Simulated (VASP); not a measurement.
A run of VASP 6.6.1 is set up as follows.

POSCAR

```
CsH
1.0
    3.8130899022      0.0000000000      0.0000000000
    0.0000000000      3.8130899022      0.0000000000
    0.0000000000      0.0000000000      3.8130899022
Cs H
1 1
Direct
    0.0000000000      0.0000000000      0.0000000000
    0.5000000000      0.5000000000      0.5000000000
```

File INCAR.step1:

```
SYSTEM = CsH
  PREC = Accurate
  ENCUT = 520
  EDIFF = 1E-5
  ISMEAR = 0
  SIGMA = 0.01
  LREAL = .FALSE.
  LASPH = .TRUE.
  NELM = 80
  ALGO = Normal
  ISIF = 2
  LWAVE = .TRUE.
  GGA = PE
  NBANDS = 12
```

File INCAR.step2:

```
SYSTEM = CsH
  PREC = Accurate
  ENCUT = 520
  EDIFF = 1E-6
  ISMEAR = 0
  SIGMA = 0.01
  LREAL = .FALSE.
  LASPH = .TRUE.
  NELM = 80
  ALGO = Normal
  ISIF = 2
  LWAVE = .FALSE.
  LCHARG = .TRUE.
  GGA = PE
  LHFCALC = .TRUE.
  HFSCREEN = 0.2079
  PRECFOCK = Normal
  LELF = .TRUE.
  LVHAR = .TRUE.
  ISTART = 1
  NBANDS = 12
```

Contents of KPOINTS:

```
Automatic mesh
0
G
  4 4 4
  0 0 0
```

Potentials or basis: VASP PAW PBE potentials, release 64 (Cs_sv, H).

Launch:

```sh
$ cat potpaw_PBE.64/Cs_sv/POTCAR potpaw_PBE.64/H/POTCAR > POTCAR
$ cp INCAR.step1 INCAR
$ mpirun -np 1 vasp_std > vasp.out
$ cp INCAR.step2 INCAR
$ mpirun -np 1 vasp_std > vasp.out
```

(1) Predict the band gap on the k mesh.

(2) Predict the pressure.

## Answers

(1) 3.58 eV, indirect (least direct gap 3.63 eV).

(2) 0.2 GPa.

Caveat: the PAW data sets were made with another functional, which shifts forces and pressure a little; spin-orbit coupling is left out, which moves the levels of the heavy elements.
